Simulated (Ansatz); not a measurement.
# Sb (Fm-3m) in Ansatz: notebook

One crystal, Sb, is run at these levels: PBEsol; tasks: single point, equation of state.

Everything below comes from runs of Ansatz 0.2.0. Logs are shortened: lines on timing, memory, paths and dates and some standing lists are left out, and cuts for length are marked.

### 1 The crystal as given

It takes space group Fm-3m (No. 225, cubic). Conventional cell: a = 4.742 Å, b = 4.742 Å, c = 4.742 Å, α = 90.00°, β = 90.00°, γ = 90.00°. Sb (site symmetry m-3m) has 12 Sb at 3.35 Å as nearest neighbours.

This isn't the form of Sb at room conditions, which is rhombohedral.

### 2 Single point, PBEsol, 25.07 Å³/atom (volume scaled by 0.94)

File input.yaml:

```yaml
crystal:
  lattice:
    - [0.0, 2.3228362346, 2.3228362346]
    - [2.3228362346, 0.0, 2.3228362346]
    - [2.3228362346, 2.3228362346, 0.0]
  atoms:
    - { symbol: Sb, position: [0.0, 0.0, 0.0] }
hamiltonian:
  xc: pbesol
  pseudopotentials: { kind: paw, source: jth, xc_functional: pbe }
kpoints:
  mp_grid: { grid: [10, 10, 10] }
scf:
  occupations: { method: fermi_dirac, width: 0.05 }
output:
  forces: true
  stress: true
  eigenvalues: true
  write_density: true
  write_potential: true
  elf: true
  volumetric_format: npy
```

Potentials or basis: JTH PAW.

On the command line:

```bash
> ansatz run input.yaml --threads 2 --pin off --max-ram 5632MiB --backend cpu --events-out ev --progress --plain --runs-dir out
```

Log:

```text
Warning: the checks of this Sb dataset prove no rule for summing its radial tables, as where they were carried onto another mesh than they were made on, and Gregory's rule is taken, under which a leading mesh point left out moves its sums only by what lay on the interval it spanned. That does not make them correct, and they differ from Quantum ESPRESSO's on this file; a re-export a fraction of a mesh step off can move them. hamiltonian.pseudopotentials.radial_quadrature: simpson_from_first_knot sums it by `pw.x`'s rule; on a PAW file no value gives `pw.x`'s numbers. What more to know: hamiltonian.pseudopotentials.radial_quadrature, in the input reference
Warning: RAYON_NUM_THREADS=2 ignored (pool sized by the plan → 2); use --threads N
Engine: ansatz 0.2.0, aarch64-unknown-linux-gnu
Pseudopotentials: kind: paw
Pseudopotential: Sb, paw, valence charge 15, recommended cutoff 1950 eV (normal), Sb.paw.azcp
Functional definition: PBEsol
  exchange = pbesol_x
  correlation = pbesol_c
Crystal: 1 atoms, lattice volume = 25.066 Å³
Basis set: ecut = 1950 eV, 4909 PW (Γ), exchange–correlation on 96×96×96 points (8 copies of the dense FFT grid, shifted against one another)
Bands: 12, of which v1, the nominal top of the filled ones, is band 8 counted from 1 (7 counted from 0)
Symmetry: 48 space group operations
Space group: Fm-3m (ITA 225), of the structure as read, at distance tolerance 2.9e-5 Å
k-points: 47 of 1000
Non-local potential: Sb, projectors of the file, l = 0: 2, l = 1: 2, l = 2: 2
PAW form: soft (Blöchl's): semilocal exchange-correlation on the pseudo side does not see the compensation charge
PAW frozen core: Sb, regenerated for the run's functional, and the local potential with it (the file was generated under x = pbe(κ = 0.804, μ = 0.2195149727645171), c = pbe(β = 0.06672455060314922))
PAW one-centre angular grid: Sb, 590 points (default); XC on 64 Gauss nodes
Initial density: superposition of atomic densities (chi_scale 0.1, normalization cell)
Initial wavefunctions: pseudopotential atomic-orbital guess
Functional: x = pbesol(κ = 0.804, μ = 0.12345679012345678), c = pbesol(β = 0.046)
SCF iter   1: F=—  HF=-6397.740447 eV  |F-HF|=—  |Δ(HF+E_count)|=         —  Δρ=8.97e-3  dr2=2.63e-2  ethr=3.10e-3  ⟨swp⟩=6.8  Hψ=3975  notcnv=0
preconditioner: auto → none  [metal: Δε(μ)=0.014 eV  Ē_g=13.048 eV  σ=0.050 eV  W_gap=0.07  n_scr=8 (ndim 8)  ℏωp=16.6 eV  f_vac=0.000  D(μ)=0.77/eV (n_scr^D=8)  sad-step TF]
SCF iter   2: F=—  HF=-6397.735425 eV  |F-HF|=—  |Δ(HF+E_count)|=   5.02e-3  Δρ=6.14e-3  dr2=1.23e-2  ethr=1.75e-4  ⟨swp⟩=2.0  Hψ=1107  notcnv=0  defer=20
SCF iter   3: F=—  HF=-6397.730964 eV  |F-HF|=—  |Δ(HF+E_count)|=   4.46e-3  Δρ=3.79e-4  dr2=4.20e-5  ethr=8.21e-5  ⟨swp⟩=2.4  Hψ=942  notcnv=0  defer=20
SCF iter   4: F=—  HF=-6397.730928 eV  |F-HF|=—  |Δ(HF+E_count)|=   3.67e-5  Δρ=1.20e-4  dr2=4.70e-6  ethr=2.80e-7  ⟨swp⟩=2.4  Hψ=901  notcnv=0  defer=20
SCF iter   5: F=—  HF=-6397.730925 eV  |F-HF|=—  |Δ(HF+E_count)|=   2.17e-6  Δρ=2.05e-5  dr2=1.31e-7  ethr=3.13e-8  ⟨swp⟩=2.0  Hψ=887  notcnv=0  defer=20
SCF iter   6: F=-6397.730925 eV  HF=-6397.730925 eV  |F-HF|=3.09e-11  |Δ(HF+E_count)|=   7.50e-8  Δρ=1.61e-6  dr2=5.29e-10  ethr=6.67e-10  ⟨swp⟩=12.0  Hψ=4608  notcnv=0
SCF 1 converged in 6 iterations: F = -6397.730925 eV  dr2 = 5.29e-10
SCF converged after 6 iterations
Free energy (F): -6397.730925 eV
Harris-Foulkes:  -6397.730925 eV  (|F-HF|=3.09e-11)
Internal energy: -6397.724554 eV  (E = F + TS)
E sigma→0 (E₀):  -6397.727740 eV
Entropy (-TS):   -0.006371 eV (-6.371 meV/atom)
Fermi energy:    12.963011 eV
--- Per-component energies (eV) ---
  E_band       = -124.891851
  E_kinetic    = 113.294345
  E_local      = -1691.610666  (includes V_loc(G=0)·N_el)
  E_nonlocal   = 767.807883
  E_hartree    = 561.257708
  E_xc         = -64.365612
  E_vxc        = -73.495943  (∫ρ·V_xc dr)
  E_paw        = -4485.684116  (= ΣΔE_a)
  E_vpaw       = -363.402072  (= ΣTr[D̂ρ^β])
  E_aug_tail   = 0.000003  (compensation charges beyond the density's cutoff)
  E_ewald      = -1598.755347
  E_core_change = 0.331248  (= ΣΔE_core)
  E_smearing   = -0.006371  (= −TS)
  E_closure    = 0.000000  (closes the sum)
  Σ components = -6397.730925   (vs F -6397.730925, Δ=0.00e0)
--- Forces (eV/Å), atoms counted from 1 ---
  atom   1  Sb     0.00000000    -0.00000000     0.00000000
  max |Σ_I F_I| component: 3.08e-32 eV/Å
--- Stress (GPa, compression-positive) ---
        2.927450      -0.000000      -0.000000
        0.000000       2.927450       0.000000
       -0.000000      -0.000000       2.927450
  P = ⅓ Tr σ = 2.9275 GPa (29.275 kbar)
--- Band table (eV; the first three rows and the last of 47) ---
  k-point 0: bands = ["-16.2708", "-16.2708", "-16.2708", "-16.2211", "-16.2211", "-0.5251", "18.8336", "18.8336", "18.8336", "23.2840", "23.8292", "23.8292"]
  k-point 1: bands = ["-16.2697", "-16.2656", "-16.2656", "-16.2208", "-16.2208", "-0.3134", "16.9665", "18.5514", "18.5514", "22.2523", "24.3238", "24.3238"]
  k-point 2: bands = ["-16.2670", "-16.2578", "-16.2578", "-16.2141", "-16.2141", "0.3189", "13.7751", "17.9762", "17.9762", "21.7860", "24.6822", "24.6822"]
  k-point 46: bands = ["-16.2661", "-16.2575", "-16.2145", "-16.1954", "-16.1554", "5.7229", "8.9029", "10.3571", "11.4350", "21.9091", "22.5911", "26.4299"]
```

It took 3 s on 2 threads of Arm Neoverse V2, shared host; peak memory 0.47 GiB.

What came out:

```yaml
Free_energy: -6397.7309 eV
Pressure: 2.9 GPa
Band_gap_on_the_k_mesh: none (metal or under the smearing width)
```

### 3 Single point, PBEsol, 25.60 Å³/atom (volume scaled by 0.96)

File input.yaml:

```yaml
crystal:
  lattice:
    - [0.0, 2.3391947752, 2.3391947752]
    - [2.3391947752, 0.0, 2.3391947752]
    - [2.3391947752, 2.3391947752, 0.0]
  atoms:
    - { symbol: Sb, position: [0.0, 0.0, 0.0] }
hamiltonian:
  xc: pbesol
  pseudopotentials: { kind: paw, source: jth, xc_functional: pbe }
kpoints:
  mp_grid: { grid: [10, 10, 10] }
scf:
  occupations: { method: fermi_dirac, width: 0.05 }
output:
  forces: true
  stress: true
  eigenvalues: true
```

Potentials or basis: JTH PAW.

On the command line:

```bash
> ansatz run input.yaml --threads 2 --pin off --max-ram 5632MiB --backend cpu --events-out ev --progress --plain --runs-dir out
```

Wall time 2.2 s (2 threads of Arm Neoverse V2, shared host); peak memory 0.46 GiB.

It converged, with:

- Free energy: -6397.7380 eV
- Pressure: 1.4 GPa
- Band gap on the k mesh: none (metal or under the smearing width)

### 4 Single point, PBEsol, 26.13 Å³/atom (volume scaled by 0.98)

Changes to input.yaml since step 3:

```diff
@@ -2,5 +2,5 @@
   lattice:
-    - [0.0, 2.3391947752, 2.3391947752]
-    - [2.3391947752, 0.0, 2.3391947752]
-    - [2.3391947752, 2.3391947752, 0.0]
+    - [0.0, 2.3553276627, 2.3553276627]
+    - [2.3553276627, 0.0, 2.3553276627]
+    - [2.3553276627, 2.3553276627, 0.0]
   atoms:
```

On the command line:

```bash
> ansatz run input.yaml --threads 2 --pin off --max-ram 5632MiB --backend cpu --events-out ev --progress --plain --runs-dir out
```

It took 2.1 s on 2 threads of Arm Neoverse V2, shared host; peak memory 0.47 GiB.

It converged, with:

```yaml
Free_energy: -6397.7404 eV
Pressure: 0.0 GPa
Band_gap_on_the_k_mesh: none (metal or under the smearing width)
```

### 5 Single point, PBEsol, 26.67 Å³/atom

Changes to input.yaml since step 4:

```diff
@@ -2,5 +2,5 @@
   lattice:
-    - [0.0, 2.3553276627, 2.3553276627]
-    - [2.3553276627, 0.0, 2.3553276627]
-    - [2.3553276627, 2.3553276627, 0.0]
+    - [0.0, 2.3712425216, 2.3712425216]
+    - [2.3712425216, 0.0, 2.3712425216]
+    - [2.3712425216, 2.3712425216, 0.0]
   atoms:
```

On the command line:

```bash
> ansatz run input.yaml --threads 2 --pin off --max-ram 5632MiB --backend cpu --events-out ev --progress --plain --runs-dir out
```

Wall time 2.4 s (2 threads of Arm Neoverse V2, shared host); peak memory 0.47 GiB.

Results (log left out):

| Property | Result |
| --- | --- |
| Free energy | -6397.7384 eV |
| Pressure | -1.2 GPa |
| Band gap on the k mesh | none (metal or under the smearing width) |

### 6 Single point, PBEsol, 27.20 Å³/atom (volume scaled by 1.02)

Changes to input.yaml since step 5:

```diff
@@ -2,5 +2,5 @@
   lattice:
-    - [0.0, 2.3712425216, 2.3712425216]
-    - [2.3712425216, 0.0, 2.3712425216]
-    - [2.3712425216, 2.3712425216, 0.0]
+    - [0.0, 2.3869465721, 2.3869465721]
+    - [2.3869465721, 0.0, 2.3869465721]
+    - [2.3869465721, 2.3869465721, 0.0]
   atoms:
```

Potentials or basis: JTH PAW.

On the command line:

```bash
> ansatz run input.yaml --threads 2 --pin off --max-ram 5632MiB --backend cpu --events-out ev --progress --plain --runs-dir out
```

Wall time 2.4 s (2 threads of Arm Neoverse V2, shared host); peak memory 0.48 GiB.

Results (log left out):

| Property | Result |
| --- | --- |
| Free energy | -6397.7325 eV |
| Pressure | -2.3 GPa |
| Band gap on the k mesh | none (metal or under the smearing width) |

### 7 Single point, PBEsol, 27.73 Å³/atom (volume scaled by 1.04)

Changes to input.yaml since step 6:

```diff
@@ -2,5 +2,5 @@
   lattice:
-    - [0.0, 2.3869465721, 2.3869465721]
-    - [2.3869465721, 0.0, 2.3869465721]
-    - [2.3869465721, 2.3869465721, 0.0]
+    - [0.0, 2.4024466595, 2.4024466595]
+    - [2.4024466595, 0.0, 2.4024466595]
+    - [2.4024466595, 2.4024466595, 0.0]
   atoms:
```

On the command line:

```bash
> ansatz run input.yaml --threads 2 --pin off --max-ram 5632MiB --backend cpu --events-out ev --progress --plain --runs-dir out
```

Wall time 2.7 s (2 threads of Arm Neoverse V2, shared host); peak memory 0.48 GiB.

Results (log left out):

- Free energy: -6397.7230 eV
- Pressure: -3.4 GPa
- Band gap on the k mesh: none (metal or under the smearing width)

### 8 Single point, PBEsol, 28.27 Å³/atom (volume scaled by 1.06)

Changes to input.yaml since step 7:

```diff
@@ -2,5 +2,5 @@
   lattice:
-    - [0.0, 2.4024466595, 2.4024466595]
-    - [2.4024466595, 0.0, 2.4024466595]
-    - [2.4024466595, 2.4024466595, 0.0]
+    - [0.0, 2.4177492801, 2.4177492801]
+    - [2.4177492801, 0.0, 2.4177492801]
+    - [2.4177492801, 2.4177492801, 0.0]
   atoms:
```

On the command line:

```bash
> ansatz run input.yaml --threads 2 --pin off --max-ram 5632MiB --backend cpu --events-out ev --progress --plain --runs-dir out
```

Run time: 2.9 s. Hardware: 2 threads of Arm Neoverse V2, shared host; peak memory 0.49 GiB.

The run converged. Its results:

* Free energy: -6397.7100 eV
* Pressure: -4.4 GPa
* Band gap on the k mesh: none (metal or under the smearing width)

### 9 Equation of state, PBEsol

Potentials or basis: JTH PAW.

This step only gathers the single runs of the series.

Results:

| Item | Value |
| --- | --- |
| Equilibrium volume | 26.15 Å³/atom |
| Bulk modulus | 63 GPa |
| Pressure derivative of the bulk modulus | 3.3 (rough: it moves with the points fitted) |

Energy against volume, from the lowest point:
```csv
volume (Å³/atom),energy (meV/atom)
25.066,9.45
25.599,2.32
26.133,0.00
26.666,1.97
27.199,7.87
27.733,17.42
28.266,30.32
```

The run has no spin-orbit coupling, so splittings on Sb are missing.
